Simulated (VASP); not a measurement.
# MgO (P-6m2) in VASP: further runs

The runs below take MgO through single point, with PBEsol.

All numbers are computed with VASP 6.6.1; they aren't measurements. Logs are shortened: lines on timing, memory, paths and dates and some standing lists are left out, and cuts for length are marked.

## Step 1: The cell of the first run

The structure is hexagonal, space group P-6m2 (No. 187). Conventional cell: a = 2.828 Å, b = 2.828 Å, c = 2.680 Å, α = 90.00°, β = 90.00°, γ = 120.00°. Around Mg (site symmetry -6m2) lie 6 O at 2.11 Å. O (site symmetry -6m2) has 6 Mg at 2.11 Å as nearest neighbours.

Measurements of this composition are mostly on another form, of space group No. 225.

## Step 2: Single point, PBEsol (strain -0.0375 x Voigt [1, 1, 0, 0, 0, 0], atoms carried along)

INCAR reads:

```
SYSTEM = MgO
PREC     = Accurate       ! precision mode
ENCUT    = 520            ! plane-wave cutoff, eV
EDIFF    = 1E-6           ! SCF threshold, eV
ISMEAR   = 0              ! smearing method
SIGMA    = 0.05           ! smearing width, eV
LREAL    = .False.        ! projectors in reciprocal space
LASPH    = .True.         ! aspherical terms in the spheres
NELM     = 80             ! most SCF steps
ALGO     = Normal         ! electronic algorithm
ISIF     = 2              ! what is computed and relaxed
LWAVE    = .False.        ! write WAVECAR
LCHARG   = .False.        ! write CHGCAR
GGA      = PS             ! functional
NBANDS   = 11             ! bands
```

KPOINTS reads:

```
regular mesh
0
Gamma
  9 9 8
  0 0 0
```

POSCAR reads:

```
MgO
1.0
    2.8278451195      0.0000000000      0.0000000000
   -1.4139225598      2.4489857115      0.0000000000
    0.0000000000      0.0000000000      2.6796800000
Mg O
1 1
Direct
    0.0000000000      0.0000000000      0.0000000000
    0.3333333333      0.6666666667      0.5000000000
```

Potentials or basis: VASP PAW PBE potentials, release 64 (Mg, O).

Started as:

```bash
> cat potpaw_PBE.64/Mg/POTCAR potpaw_PBE.64/O/POTCAR > POTCAR
> mpirun -np 1 vasp_std > vasp.out
```

OUTCAR:

```text
SYSTEM = MgO
   PREC = Accurate
   ENCUT = 520
   EDIFF = 1E-6
   ISMEAR = 0
   LREAL = .False.
   LASPH = .True.
   NELM = 80
   ISIF = 2
   GGA = PS

 ion  position               nearest neighbor table
   1  0.000  0.000  0.000-   2 2.11   2 2.11   2 2.11   2 2.11   2 2.11   2 2.11
   2  0.333  0.667  0.500-   1 2.11   1 2.11   1 2.11   1 2.11   1 2.11   1 2.11

  LATTYP: Found a hexagonal cell.
 ALAT       =     2.8278451195
 C/A-ratio  =     0.9476049383

  Lattice vectors:

 A1 = (   2.8278451195,   0.0000000000,   0.0000000000)
 A2 = (  -1.4139225598,   2.4489857115,   0.0000000000)
 A3 = (   0.0000000000,   0.0000000000,   2.6796800000)

Analysis of symmetry for initial positions (statically):
=====================================================================
 Subroutine PRICEL returns:
 Original cell was already a primitive cell.

 Routine SETGRP: Setting up the symmetry group for a
 hexagonal supercell.

 Subroutine GETGRP returns: Found 12 space group operations
 (whereof 12 operations were pure point group operations)
 out of a pool of 24 trial point group operations.

The static configuration has the point symmetry D_3h.

Analysis of symmetry for dynamics (positions and initial velocities):
=====================================================================
 Subroutine PRICEL returns:
 Original cell was already a primitive cell.

 Routine SETGRP: Setting up the symmetry group for a
 hexagonal supercell.

 Subroutine GETGRP returns: Found 12 space group operations
 (whereof 12 operations were pure point group operations)
 out of a pool of 24 trial point group operations.

The dynamic configuration has the point symmetry D_3h.

 Subroutine INISYM returns: Found 12 space group operations
 (whereof 12 operations are pure point group operations),
 and found     1 'primitive' translations

----------------------------------------------------------------------------------------

                                     Primitive cell

  volume of cell :      18.5577

  direct lattice vectors                    reciprocal lattice vectors
     2.827845120  0.000000000  0.000000000     0.353626156  0.204166156  0.000000000
    -1.413922560  2.448985712  0.000000000     0.000000000  0.408332313  0.000000000
     0.000000000  0.000000000  2.679680000     0.000000000  0.000000000  0.373178887

  length of vectors
     2.827845120  2.827845120  2.679680000     0.408332313  0.408332313  0.373178887

  position of ions in fractional coordinates (direct lattice)
     0.000000000  0.000000000  0.000000000
     0.333333333  0.666666667  0.500000000

  ion indices of the primitive-cell ions
   primitive index   ion index
                 1           1
                 2           2

----------------------------------------------------------------------------------------

 KPOINTS: regular mesh

Automatic generation of k-mesh.
 Grid dimensions read from file:
 generate k-points for:    9    9    8

 Generating k-lattice:

  Cartesian coordinates                     Fractional coordinates (reciprocal lattice)
     0.039291795  0.022685128  0.000000000     0.111111111  0.000000000  0.000000000
     0.000000000  0.045370257  0.000000000     0.000000000  0.111111111  0.000000000
     0.000000000  0.000000000  0.046647361     0.000000000  0.000000000  0.125000000

  Length of vectors
     0.045370257  0.045370257  0.046647361

  Shift w.r.t. Gamma in fractional coordinates (k-lattice)
     0.000000000  0.000000000  0.000000000

 Subroutine IBZKPT returns following result:
 ===========================================

 Found     60 irreducible k-points:

 Following reciprocal coordinates:
            Coordinates               Weight
  0.000000  0.000000  0.000000      1.000000
  0.111111  0.000000  0.000000      6.000000
  0.222222  0.000000  0.000000      6.000000
  0.333333  0.000000  0.000000      6.000000
  0.444444  0.000000  0.000000      6.000000
  0.111111  0.111111  0.000000      6.000000
[... 16 lines left out ...]
  0.333333  0.222222  0.125000     24.000000
  0.333333  0.333333  0.125000      4.000000
 [... further k-points ...]
   k-points           NKPTS =     60   k-points in BZ     NKDIM =     60   number of bands    NBANDS=     11
   number of dos      NEDOS =    301   number of ions     NIONS =      2
   total plane-waves  NPLWV =  11520
   dimension x,y,z NGX =    24 NGY =   24 NGZ =   20
   dimension x,y,z NGXF=    48 NGYF=   48 NGZF=   40
   ions per type =               1   1
   NGX,Y,Z   is equivalent  to a cutoff of  14.11, 14.11, 12.41 a.u.
   NGXF,Y,Z  is equivalent  to a cutoff of  28.22, 28.22, 24.82 a.u.
 SYSTEM =  MgO
   PREC   = accura    normal or accurate (medium, high low for compatibility)
   ISTART =      0    job   : 0-new  1-cont  2-samecut
   ICHARG =      2    charge: 1-file 2-atom 10-const
   ISPIN  =      1    spin polarized calculation?
   LNONCOLLINEAR =      F non collinear calculations
   LSORBIT =      F    spin-orbit coupling
   LASPH  =      T    aspherical Exc in radial PAW
   ENCUT  =  520.0 eV  38.22 Ry    6.18 a.u.   5.26  5.26  4.98*2*pi/ulx,y,z
   NELM   =     80;   NELMIN=  2; NELMDL= -5     # of ELM steps
   EDIFF  = 0.1E-05   stopping-criterion for ELM
   LREAL  =      F    real-space projection
   EDIFFG = 0.1E-04   stopping-criterion for IOM
   NSW    =      0    number of steps for IOM
   IBRION =     -1    ionic relax: 0-MD 1-quasi-New 2-CG
   NFREE  =      0    steps in history (QN), initial steepest desc. (CG)
   ISIF   =      2    stress and relaxation
   ISYM   =      2    0-nonsym 1-usesym 2-fastsym
   POTIM  = 0.5000    time-step for ionic-motion
   TEBEG  =    0.0;   TEEND  =   0.0 temperature during run
   PSTRESS=    0.0 pullay stress
   NELECT =       8.0000    total number of electrons
   NUPDOWN=      -1.0000    fix difference up-down
   EMIN   =  10.00;   EMAX   =-10.00  energy-range for DOS
   EFERMI =   0.00;   METHOD = LEGACY
   ISMEAR =     0;   SIGMA  =   0.05  broadening in eV -4-tet -1-fermi 0-gaus
   EFERMI_NEDOS =   21; number of points for ismear=-14 and -15
   IALGO  =     38    algorithm
   IMIX   =      4    mixing-type and parameters
     AMIX     =   0.40;   BMIX     =  1.00
     AMIX_MAG =   1.60;   BMIX_MAG =  1.00
  volume/ion in A,a.u.               =       9.28        62.62
  Fermi-wavevector in a.u.,A,eV,Ry     =   1.236697  2.337018 20.809007  1.529419
  Thomas-Fermi vector in A             =   2.371295
   LORBIT       =      0    0 simple, 1 ext, 2 COOP (PROOUT), +10 PAW based schemes
   GGA     = PS    functional components
   LHFCALC =     F    Hartree Fock is set to
   AEXX    =    0.0000 exact exchange contribution
   IVDW    =     0    specifies the selected vdW correction
   LEPSILON=     F    determine dielectric tensor
   LRPA    =     F    only Hartree local field effects (RPA)
 non-spin polarized calculation
 Gauss-broadening in eV      SIGMA  =   0.05
  energy-cutoff  :      520.00
  volume of cell :       18.56
 maximum number of plane-waves:       513
 NGX is ok and might be reduce to    24
   NGX = 11   NGY = 11   NGZ =  9

 number of electron       7.9999997 magnetization

 Free energy of the ion-electron system (eV)
  ---------------------------------------------------
  ext. energy  EPLUGINS =         0.00000000
  ---------------------------------------------------
  free energy    TOTEN  =       -11.77887130 eV

  energy without entropy =      -11.77887130  energy(sigma->0) =      -11.77887130

 E-fermi :   4.0519     XC(G=0): -11.3272

 val. band max:        3.8225144813   @ k =   0.0000   0.0000   0.5000
 cond. band min:       7.1855661129   @ k =   0.0000   0.0000   0.0000
 fundamental gap:      3.3630516316
 Fermi energy:         4.0519429876

 k-point     1 :       0.0000    0.0000    0.0000
  band No.  band energies     occupation
      1     -13.9771      2.00000
      2       3.0080      2.00000
      3       3.3499      2.00000
      4       3.3499      2.00000
      5       7.1856      0.00000
      6      15.5596      0.00000
      7      20.4299      0.00000
      8      20.4299      0.00000
      9      24.6356      0.00000
     10      24.9794      0.00000
     11      27.2928      0.00000

 k-point     2 :       0.1111    0.0000    0.0000
  band No.  band energies     occupation
      1     -13.8453      2.00000
      2       2.4967      2.00000
      3       3.0566      2.00000
      4       3.2472      2.00000
      5       7.9136      0.00000
      6      15.7932      0.00000
      7      18.9261      0.00000
      8      20.7761      0.00000
      9      24.7082      0.00000
     10      26.0422      0.00000
     11      27.5249      0.00000

 k-point     3 :       0.2222    0.0000    0.0000
  band No.  band energies     occupation
      1     -13.4914      2.00000
      2       0.9313      2.00000
      3       2.9994      2.00000
      4       3.1834      2.00000
      5       9.1667      0.00000
      6      15.7395      0.00000
      7      17.6916      0.00000
      8      21.5921      0.00000
      9      23.9728      0.00000
     10      25.5858      0.00000
     11      28.3820      0.00000
[... 267 lines left out ...]
 k-point    23 :       0.3333    0.2222    0.1250
  band No.  band energies     occupation
      1     -12.4899      2.00000
      2      -0.6321      2.00000
      3       1.1149      2.00000
      4       2.8412      2.00000
      5      11.8880      0.00000
      6      15.4966      0.00000
      7      17.2283      0.00000
      8      20.9638      0.00000
      9      22.0368      0.00000
     10      26.0273      0.00000
     11      28.7538      0.00000

 k-point    24 :       0.3333    0.3333    0.1250
  band No.  band energies     occupation
      1     -12.4065      2.00000
      2      -0.0186      2.00000
      3       0.0818      2.00000
      4       2.8878      2.00000
      5      12.2423      0.00000
      6      16.2776      0.00000
      7      16.3490      0.00000
      8      21.4833      0.00000
      9      21.4932      0.00000
     10      26.4311      0.00000
     11      28.2642      0.00000

 [... further k-points ...]

------------------------ aborting loop because EDIFF is reached ----------------------------------------

  FORCE on cell =-STRESS in cart. coord.  units (eV):
  Direction    XX          YY          ZZ          XY          YZ          ZX
  --------------------------------------------------------------------------------------
  -------------------------------------------------------------------------------------
  Total        1.5208616      1.5208616     -0.7804429     -0.0000000     -0.0000000      0.0000000
  in kB      131.3032479    131.3032479    -67.3793670     -0.0000000     -0.0000000      0.0000000
  external PRESSURE =      65.0757096 kB  Pullay stress =       0.0000000 kB

 VOLUME and BASIS-vectors are now :
 -----------------------------------------------------------------------------
  energy-cutoff  :      520.00
  volume of cell :       18.56
      direct lattice vectors                 reciprocal lattice vectors
     2.827845120  0.000000000  0.000000000     0.353626156  0.204166156  0.000000000
    -1.413922560  2.448985712  0.000000000     0.000000000  0.408332313  0.000000000
     0.000000000  0.000000000  2.679680000     0.000000000  0.000000000  0.373178887

 POSITION                                       TOTAL-FORCE (eV/Angst)
 -----------------------------------------------------------------------------------
      0.00000      0.00000      0.00000        -0.000000      0.000000      0.000000
     -0.00000      1.63266      1.33984         0.000000      0.000000      0.000000
 -----------------------------------------------------------------------------------
    total drift:                                0.000000     -0.000000     -0.000000

  FREE ENERGIE OF THE ION-ELECTRON SYSTEM (eV)
  ---------------------------------------------------
  free  energy   TOTEN  =       -11.7788713005 eV

  energy  without entropy=      -11.7788713005  energy(sigma->0) =      -11.77887130
```

Run time: 6.8 s. Hardware: 1 thread of Intel Xeon Platinum 8259CL at 2.50GHz (Skylake/Cascade Lake), shared host; peak memory 0.14 GiB.

What came out:

* Free energy: -11.7789 eV
* Pressure: 6.5 GPa
* Band gap on the k mesh: 3.36 eV, indirect (least direct gap 3.84 eV)

Stress tensor (GPa, compression positive):
```
13.13  0.00  0.00
 0.00 13.13  0.00
 0.00  0.00 -6.74
```

Levels at points of the mesh, in eV from the valence-band top:
```csv
k point,band 2,band 3,band 4,band 5,band 6,band 7
"(0.00, 0.00, 0.00)",-0.81,-0.47,-0.47,3.36,11.74,16.61
"(0.00, 0.00, 0.50)",-5.93,0.00,0.00,9.05,9.25,18.08
```

Caveat: the PAW data sets were made with another functional, which shifts forces and pressure a little; an odd mesh through Γ misses points on the zone boundary, where band edges often lie.

## Step 3: Single point, PBEsol (strain +0.0375 x Voigt [1, 1, 0, 0, 0, 0], atoms carried along)

INCAR reads:

```
SYSTEM = MgO
PREC     = Accurate       ! precision mode
ENCUT    = 520            ! plane-wave cutoff, eV
EDIFF    = 1E-7           ! SCF threshold, eV
ISMEAR   = 0              ! smearing method
SIGMA    = 0.05           ! smearing width, eV
LREAL    = .FALSE.        ! projectors in reciprocal space
LASPH    = .TRUE.         ! aspherical terms in the spheres
NELM     = 100            ! most SCF steps
ALGO     = Fast           ! electronic algorithm
ISIF     = 2              ! what is computed and relaxed
LWAVE    = .FALSE.        ! write WAVECAR
LCHARG   = .FALSE.        ! write CHGCAR
GGA      = PS             ! functional
NBANDS   = 11             ! bands
```

KPOINTS reads:

```
regular mesh
0
G
  9 9 8
  0 0 0
```

POSCAR reads:

```
MgO
1.0
    3.0481966873      0.0000000000      0.0000000000
   -1.5240983436      2.6398157669      0.0000000000
    0.0000000000      0.0000000000      2.6796800000
Mg O
1 1
Direct
    0.0000000000      0.0000000000      0.0000000000
    0.3333333333      0.6666666667      0.5000000000
```

Potentials or basis: VASP PAW PBE potentials, release 64 (Mg, O).

Started as:

```bash
> cat potpaw_PBE.64/Mg/POTCAR potpaw_PBE.64/O/POTCAR > POTCAR
> mpirun -np 1 vasp_std > vasp.out
```

It took 10 s on 1 thread of Intel Xeon Platinum 8259CL at 2.50GHz (Skylake/Cascade Lake), shared host; peak memory 0.14 GiB.

It converged, with:

```yaml
Free_energy: -11.7143 eV
Pressure: -11.8 GPa
Band_gap_on_the_k_mesh: 2.18 eV, indirect (least direct gap 2.50 eV)
```

Stress tensor (GPa, compression positive):
```
-16.72   0.00   0.00
  0.00 -16.72   0.00
  0.00   0.00  -1.82
```

Levels at points of the mesh, in eV from the valence-band top:
| k point | band 1 | band 2 | band 3 | band 4 | band 5 | band 6 | band 7 | band 8 | band 9 |
| --- | --- | --- | --- | --- | --- | --- | --- | --- | --- |
| (0.00, 0.00, 0.00) | -17.28 | -0.99 | -0.99 | -0.32 | 2.18 | 11.40 | 14.09 | 14.09 | 18.34 |
| (0.00, 0.00, 0.50) | -16.23 | -5.21 | -0.43 | -0.43 | 7.09 | 8.32 | 16.54 | 16.54 | 17.16 |

Caveat: the PAW data sets were made with another functional, which shifts forces and pressure a little; an odd mesh through Γ misses points on the zone boundary, where band edges often lie.
